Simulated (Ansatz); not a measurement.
# SiC (Moissanite) (P6_3mc) in Ansatz: further runs

One crystal, SiC (Moissanite), is run at these levels: PBEsol; tasks: band structure.

Program: Ansatz 0.2.0. These are calculated values, not measurements. Logs are shortened: lines on timing, memory, paths and dates and some standing lists are left out, and cuts for length are marked.

### Step 1. The structure

The structure is hexagonal, space group P6_3mc (No. 186). The conventional cell has a = 3.076 Å, b = 3.076 Å, c = 5.048 Å, α = 90.00°, β = 90.00°, γ = 120.00°. Si (site symmetry 3m) is surrounded by 4 C at 1.87 to 1.94 Å. C (site symmetry 3m) has 4 Si at 1.87 to 1.94 Å as nearest neighbours.

### Step 2. Band structure, PBEsol

Contents of input.yaml:

```yaml
crystal:
  lattice:
    - [3.076, 0.0, 0.0]
    - [-1.538, 2.663894142, 0.0]
    - [0.0, 0.0, 5.048]
  atoms:
    - { symbol: Si, position: [0.6666666667, 0.3333333333, 0.5] }
    - { symbol: Si, position: [0.3333333333, 0.6666666667, 0.0] }
    - { symbol: C, position: [0.6666666667, 0.3333333333, 0.885] }
    - { symbol: C, position: [0.3333333333, 0.6666666667, 0.385] }
kpoints:
  mp_grid: { grid: [10, 10, 5] }
  band_path:
    path:
      - [0.0, 0.0, 0.0]
      - [0.5, 0.0, 0.0]
      - [0.3333333333, 0.3333333333, 0.0]
      - [0.0, 0.0, 0.0]
      - [0.0, 0.0, 0.5]
      - [0.5, 0.0, 0.5]
      - [0.3333333333, 0.3333333333, 0.5]
      - [0.0, 0.0, 0.5]
    npoints: 12
scf:
  occupations: { method: fermi_dirac, width: 0.05 }
hamiltonian:
  xc: pbesol
  pseudopotentials:
    kind: all_electron
    lapw: { basis_error: 0.002 }
    relativity: none
output:
  forces: true
  stress: true
  eigenvalues: true
```

Potentials or basis: all-electron LAPW, non-relativistic.

The run is started by

```sh
$ ansatz run input.yaml --threads 2 --pin off --max-ram 8192MiB --backend cpu --events-out ev --progress --plain --runs-dir out
```

Standard output:

```text
Warning: RAYON_NUM_THREADS=2 ignored (pool sized by the plan → 2); use --threads N
LAPW: plane waves up to 9.243 Å⁻¹, error target 2.0e-3 eV per atom; C in spheres of 0.876 Å, 6 of its electrons in bands, Dirac shells []; Si in spheres of 0.993 Å, 12 of its electrons in bands, Dirac shells [] (how accurate: hamiltonian.pseudopotentials.lapw.basis_error, Limitations)
Engine: ansatz 0.2.0, x86_64-unknown-linux-gnu
Pseudopotentials: kind: all_electron
Pseudopotential: Si, LAPW, valence charge 12, lapw/all_electron/none/Si, Schrödinger's equation, point nucleus
Pseudopotential: C, LAPW, valence charge 6, lapw/all_electron/none/C, Schrödinger's equation, point nucleus
Functional definition: PBEsol
  exchange = pbesol_x
  correlation = pbesol_c
Crystal: 4 atoms, lattice volume = 41.364 Å³
Basis set: ecut = 325.4962127436293 eV, 549 PW (Γ), exchange–correlation at level 2
Bands: 22, of which v1, the nominal top of the filled ones, is band 18 counted from 1 (17 counted from 0)
Symmetry: 12 space group operations
Space group: P63mc (ITA 186), of the structure as read, at distance tolerance 3.5e-5 Å
k-points: 42 of 500 (time reversal used)
Non-local potential: Si, projectors of the file, none
Non-local potential: C, projectors of the file, none
Initial density: superposition of atomic densities (chi_scale 0.1, normalization cell, long waves kept (reshape's long-wave potential 0.00 eV rms))
Initial wavefunctions: plane waves of lowest kinetic energy (no species holds an atomic orbital)
Functional: x = pbesol(κ = 0.804, μ = 0.12345679012345678), c = pbesol(β = 0.046)
iter 1 solved again at ethr=2.67e-2 eV; its pass at ethr=1.00e-1 eV (dr2=9.62e0 eV) is discarded
SCF iter   1: F=—  HF=-17790.748259 eV  |F-HF|=—  |Δ(HF+E_count)|=         —  Δρ=1.40e-1  dr2=9.62e0  ethr=2.67e-2  ⟨swp⟩=2.0  Hψ=6482  notcnv=0
preconditioner: auto → none  [insulator: Δε(μ)=4.574 eV  Ē_g=12.824 eV  σ=0.050 eV  W_gap=1.00  n_scr=10 (ndim 8)  ℏωp=23.1 eV  f_vac=0.000  D(μ)=0.00/eV (n_scr^D=0)  ε∞_Penn≈4.2]
iter 2 solved again at ethr=1.00e-3 eV; its pass at ethr=2.67e-2 eV (dr2=3.61e-1 eV) is discarded
SCF iter   2: F=—  HF=-17787.231899 eV  |F-HF|=—  |Δ(HF+E_count)|=    3.52e0  Δρ=3.70e-2  dr2=3.62e-1  ethr=1.00e-3  ⟨swp⟩=2.1  Hψ=4876  notcnv=0
SCF iter   3: F=—  HF=-17787.024126 eV  |F-HF|=—  |Δ(HF+E_count)|=         —  Δρ=1.60e-2  dr2=6.48e-2  ethr=1.00e-3  ⟨swp⟩=3.0  Hψ=2826  notcnv=0
the basis was enlarged: its passes take 147.0 KiB over the memory plan, 2 of 2 planned eigensolver slots
SCF iter   4: F=—  HF=-17787.009283 eV  |F-HF|=—  |Δ(HF+E_count)|=   1.48e-2  Δρ=1.07e-3  dr2=3.38e-4  ethr=1.80e-4  ⟨swp⟩=2.0  Hψ=2478  notcnv=0
SCF iter   5: F=—  HF=-17787.009278 eV  |F-HF|=—  |Δ(HF+E_count)|=   5.44e-6  Δρ=1.53e-4  dr2=4.74e-6  ethr=9.38e-7  ⟨swp⟩=3.0  Hψ=2582  notcnv=0
SCF iter   6: F=—  HF=-17787.009281 eV  |F-HF|=—  |Δ(HF+E_count)|=   2.58e-6  Δρ=4.24e-5  dr2=4.55e-7  ethr=1.32e-8  ⟨swp⟩=3.0  Hψ=2564  notcnv=0
SCF iter   7: F=-17787.009280 eV  HF=-17787.009280 eV  |F-HF|=3.53e-10  |Δ(HF+E_count)|=   1.35e-7  Δρ=1.48e-6  dr2=5.08e-10  ethr=1.26e-9  ⟨swp⟩=3.0  Hψ=2542  notcnv=0
SCF 1 converged in 7 iterations: F = -17787.009280 eV  dr2 = 5.08e-10
NSCF: frozen V_eff on 85 k-points
SCF converged after 7 iterations
Free energy (F): -17787.009280 eV
Harris-Foulkes:  -17787.009280 eV  (|F-HF|=3.53e-10)
Internal energy: -17787.009280 eV  (E = F + TS)
E sigma→0 (E₀):  -17787.009280 eV
Fermi energy:    12.137572 eV
--- Per-component energies (eV) ---
  E_band       = -2353.814833
  E_kinetic    = 17748.217663
  E_xc         = -1393.445371
  E_electrostatic = -34141.781572  (all electrons and nuclei)
  E_smearing   = -0.000000  (= −TS)
  E_closure    = 0.000000  (closes the sum)
  E_atoms      = -17755.117429  (free atoms, spherical and without spin; not in F)
  Σ components = -17787.009280   (vs F -17787.009280, Δ=0.00e0)
  Basis errors (estimates in eV, not in F): energy 1.1e-3 per atom: plane waves 1.0e-3 (6.3e-4 summed), levels above the bands 8.6e-54, relativity 0.0e0, radial functions 1.0e-4, core shells 2.2e-12; eigenvalues (radial functions only) 1.4e-5; not estimated: angular momenta, meshes, grids; target (lapw.basis_error) 2.0e-3; muffin-tin radii C 0.876 Å, Si 0.993 Å
--- Forces (eV/Å), atoms counted from 1 ---
  atom   1  Si     0.00000000     0.00000000     0.74759084
  atom   2  Si    -0.00000000    -0.00000000     0.74759084
  atom   3  C      0.00000000     0.00000000    -0.74759817
  atom   4  C      0.00000000    -0.00000000    -0.74759817
  max |Σ_I F_I| component: 1.47e-5 eV/Å
--- Stress (GPa, compression-positive) ---
        1.990445       0.000000      -0.000000
       -0.000000       1.990445       0.000000
       -0.000000       0.000000      -2.916011
  P = ⅓ Tr σ = 0.3550 GPa (3.550 kbar)
--- Band table (eV; the first three rows and the last of 42) ---
  k-point 0: bands = ["-251.3629", "-251.3629", "-121.3619", "-121.3617", "-78.3466", "-78.3450", "-78.3232", "-78.3232", "-78.3229", "-78.3229", "-4.7024", "-1.1687", "2.2687", "9.4498", "9.4498", "10.7364", "10.7364", "11.0094", "15.6195", "17.0017", "17.4417", "17.4417"]
  k-point 1: bands = ["-251.3629", "-251.3629", "-121.3619", "-121.3617", "-78.3464", "-78.3451", "-78.3232", "-78.3232", "-78.3229", "-78.3229", "-4.5075", "-1.8798", "3.3022", "9.5565", "9.5565", "9.9324", "10.5948", "10.5948", "15.7967", "17.5095", "17.5095", "17.7967"]
  k-point 2: bands = ["-251.3629", "-251.3629", "-121.3618", "-121.3618", "-78.3460", "-78.3455", "-78.3231", "-78.3231", "-78.3230", "-78.3230", "-3.9318", "-3.0120", "5.3716", "7.7310", "9.8502", "9.8502", "10.2452", "10.2452", "16.3153", "17.1198", "17.8233", "17.8233"]
  k-point 41: bands = ["-251.3629", "-251.3629", "-121.3617", "-121.3617", "-78.3457", "-78.3456", "-78.3241", "-78.3241", "-78.3239", "-78.3238", "-0.1940", "0.1550", "3.0679", "3.3848", "4.9466", "5.7270", "8.7680", "9.2156", "15.6382", "15.8044", "16.5902", "17.7788"]
```

Wall time 17 s (2 threads of Intel Xeon Platinum 8375C at 2.90GHz (Ice Lake), shared host); peak memory 0.34 GiB.

Results:

| Property | Result |
| --- | --- |
| Free energy | -17787.0093 eV |
| Pressure | 0.4 GPa |
| Largest force | 0.748 eV/Å |
| Band gap on the k mesh | 2.33 eV, indirect (least direct gap 3.98 eV) |
| Band gap along the path | 2.17 eV, indirect (least direct gap 3.98 eV) |

Forces on the atoms (eV/Å):
```
Si   0.000  0.000  0.748
Si   0.000  0.000  0.748
C    0.000  0.000 -0.748
C    0.000  0.000 -0.748
```

Levels at the corners of the path, in eV from the valence-band top:
| point | band 15 | band 16 | band 17 | band 18 | band 19 | band 20 | band 21 | band 22 |
| --- | --- | --- | --- | --- | --- | --- | --- | --- |
| Γ | -1.56 | -0.27 | -0.27 | 0.00 | 4.61 | 5.99 | 6.43 | 6.43 |
| M | -5.46 | -3.56 | -3.31 | -1.49 | 2.49 | 4.10 | 6.69 | 7.12 |
| K | -6.47 | -4.15 | -4.07 | -4.07 | 2.17 | 7.86 | 8.56 | 8.56 |
| Γ | -1.56 | -0.27 | -0.27 | 0.00 | 4.61 | 5.99 | 6.43 | 6.43 |
| A | -0.97 | -0.97 | -0.97 | -0.97 | 5.68 | 5.68 | 7.09 | 7.09 |
| L | -2.70 | -2.70 | -2.35 | -2.35 | 3.06 | 3.06 | 4.93 | 4.93 |
| H | -5.92 | -5.92 | -1.76 | -1.76 | 4.75 | 4.75 | 5.84 | 5.84 |
| A | -0.97 | -0.97 | -0.97 | -0.97 | 5.68 | 5.68 | 7.09 | 7.09 |

Caveat: the mesh misses the band edges, which the band path finds closer together. A hybrid or GW would open this gap; PBEsol tends to underestimate it.

### Step 3. Band structure, PBEsol

Changes to input.yaml since step 2:

```diff
@@ -27,6 +27,3 @@
   xc: pbesol
-  pseudopotentials:
-    kind: all_electron
-    lapw: { basis_error: 0.002 }
-    relativity: none
+  pseudopotentials: { kind: all_electron, datasets: crystal }
 output:
```

Potentials or basis: all-electron PAW datasets made for the crystal.

The run is started by

```sh
$ ansatz run input.yaml --threads 2 --pin off --max-ram 8192MiB --backend cpu --events-out ev --progress --plain --runs-dir out
```

It took 21 s on 2 threads of Intel Xeon Platinum 8375C at 2.90GHz (Ice Lake), shared host; peak memory 0.55 GiB.

Results (log left out):

- Free energy: -17822.1667 eV
- Pressure: 0.2 GPa
- Largest force: 0.746 eV/Å
- Band gap on the k mesh: 2.33 eV, indirect (least direct gap 3.96 eV)
- Band gap along the path: 2.17 eV, indirect (least direct gap 3.96 eV)

Forces in eV/Å, atoms in the order of the input:
```
Si   0.000  0.000  0.746
Si   0.000  0.000  0.746
C    0.000  0.000 -0.746
C    0.000  0.000 -0.746
```

Stress tensor (GPa, compression positive):
```
 1.81  0.00  0.00
 0.00  1.81  0.00
 0.00  0.00 -3.01
```

Levels at the corners of the path, in eV from the valence-band top:
```
point  band 4  band 5  band 6  band 7  band 8  band 9  band 10  band 11  band 12  band 13
    Γ   -1.56   -1.56   -0.27   -0.27    0.00    4.56     5.96     6.43     6.43     7.48
    M   -6.57   -5.47   -3.56   -3.31   -1.49    2.47     4.10     6.66     7.12     9.64
    K   -6.51   -6.51   -4.15   -4.07   -4.07    2.17     7.86     8.56     8.56     9.34
    Γ   -1.56   -1.56   -0.27   -0.27    0.00    4.56     5.96     6.43     6.43     7.48
    A   -4.48   -0.97   -0.97   -0.97   -0.97    5.64     5.64     7.10     7.10     7.10
    L   -8.50   -2.70   -2.70   -2.35   -2.35    3.06     3.06     4.90     4.90    10.31
    H   -7.97   -5.92   -5.92   -1.76   -1.76    4.74     4.74     5.85     5.85    10.18
    A   -4.48   -0.97   -0.97   -0.97   -0.97    5.64     5.64     7.10     7.10     7.10
```

Caveat: the mesh misses the band edges, which the band path finds closer together.
